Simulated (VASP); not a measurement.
A run of VASP 6.6.1 is set up as follows.

Contents of INCAR:

```
SYSTEM = Te2Mo
PREC = Accurate
ENCUT = 600
EDIFF = 1E-6
ISMEAR = -1
SIGMA = 0.05
LREAL = .False.
LASPH = .True.
NELM = 80
ALGO = Normal
ISIF = 3
LWAVE = .False.
LCHARG = .False.
GGA = RE
IBRION = 2
NSW = 60
EDIFFG = -0.01
```

KPOINTS

```
regular mesh
0
Gamma
  9 9 2
  0 0 0
```

Contents of POSCAR:

```
Te2Mo
1.0
    3.5182000000      0.0000000000      0.0000000000
   -1.7591000000      3.0468505756      0.0000000000
    0.0000000000      0.0000000000     13.9736000000
Te Mo
4 2
Direct
    0.6666666667      0.3333333333      0.3790000000
    0.3333333333      0.6666666667      0.8790000000
    0.6666666667      0.3333333333      0.1210000000
    0.3333333333      0.6666666667      0.6210000000
    0.6666666667      0.3333333333      0.7500000000
    0.3333333333      0.6666666667      0.2500000000
```

Potentials or basis: VASP PAW PBE potentials, release 64 (Te, Mo_sv).

Launch:

```console
$ cat potpaw_PBE.64/Te/POTCAR potpaw_PBE.64/Mo_sv/POTCAR > POTCAR
$ mpirun -np 1 vasp_std > vasp.out
```

Q: Predict the space group after relaxing (to 0.05 Å).

A: P6_3/mmc (No. 194).

Q: Estimate the relaxed cell.

A: a = 3.580 Å, b = 3.580 Å, c = 18.098 Å, α = 90.00°, β = 90.00°, γ = 120.00°.

The path:
| step | energy change (eV) | largest force (eV/Å) | pressure (GPa) | volume (Å³) |
| --- | --- | --- | --- | --- |
| 1 | 0.0000 | 0.2425 | 4.25 | 149.79 |
| 2 | 0.0771 | 1.0898 | -4.56 | 164.60 |
| 3 | -0.0773 | 0.3583 | 0.15 | 155.68 |
| 4 | -0.0773 | 0.3472 | 0.23 | 155.56 |
| 5 | -0.0963 | 0.2546 | 0.14 | 157.07 |
| 6 | -0.1098 | 0.0935 | 0.03 | 159.63 |
| 7 | -0.1266 | 0.0999 | -0.05 | 160.86 |
| 8 | -0.1656 | 0.1162 | -0.17 | 164.49 |
| 9 | -0.2133 | 0.1215 | -0.04 | 171.66 |
| 10 | -0.2486 | 0.0590 | 1.11 | 185.55 |
| 11 | -0.2599 | 0.1842 | -0.24 | 191.22 |
| 12 | -0.2600 | 0.1556 | -0.09 | 190.54 |
| 13 | -0.2655 | 0.1001 | -0.11 | 191.88 |
| 14 | -0.2677 | 0.0376 | -0.14 | 193.33 |
| 15 | -0.2678 | 0.0335 | -0.14 | 193.43 |
| 16 | -0.2680 | 0.0118 | 0.09 | 192.98 |
| 17 | -0.2680 | 0.0020 | 0.04 | 193.08 |
| 18 | -0.2682 | 0.0063 | 0.04 | 193.09 |
| 19 | -0.2683 | 0.0208 | 0.05 | 193.10 |
| 20 | -0.2684 | 0.0294 | 0.01 | 193.34 |
| 21 | -0.2686 | 0.0537 | -0.12 | 194.07 |
| 22 | -0.2686 | 0.0525 | -0.12 | 194.11 |
| 23 | -0.2687 | 0.0493 | -0.10 | 194.21 |
| 24 | -0.2690 | 0.0426 | -0.09 | 194.42 |
| 25 | -0.2694 | 0.0290 | -0.05 | 194.84 |
| 26 | -0.2699 | 0.0005 | 0.01 | 195.67 |
| 27 | -0.2700 | 0.0586 | 0.15 | 197.34 |
| 28 | -0.2702 | 0.0352 | 0.09 | 196.65 |
| 29 | -0.2701 | 0.0243 | 0.06 | 196.35 |
| 30 | -0.2704 | 0.0169 | 0.03 | 196.87 |
| 31 | -0.2709 | 0.0035 | -0.07 | 198.43 |
| 32 | -0.2706 | 0.0401 | -0.25 | 201.56 |
| 33 | -0.2709 | 0.0150 | -0.13 | 199.62 |
| 34 | -0.2711 | 0.0095 | -0.08 | 200.09 |
| 35 | -0.2712 | 0.0101 | 0.03 | 201.52 |
| 36 | -0.2712 | 0.0021 | -0.03 | 200.93 |

Caveat: the volume moved by over 15 % at a fixed basis, so the end points are rough; the PAW data sets were made with another functional, which shifts forces and pressure a little; this functional lacks dispersion, which binds the layers, so the pressure and a relaxed spacing across them are unreliable, and here the layers came unbound; the volume moved by +34 % from the deposited cell, more than functionals usually miss. Zero-point motion and thermal expansion aren't in these numbers.
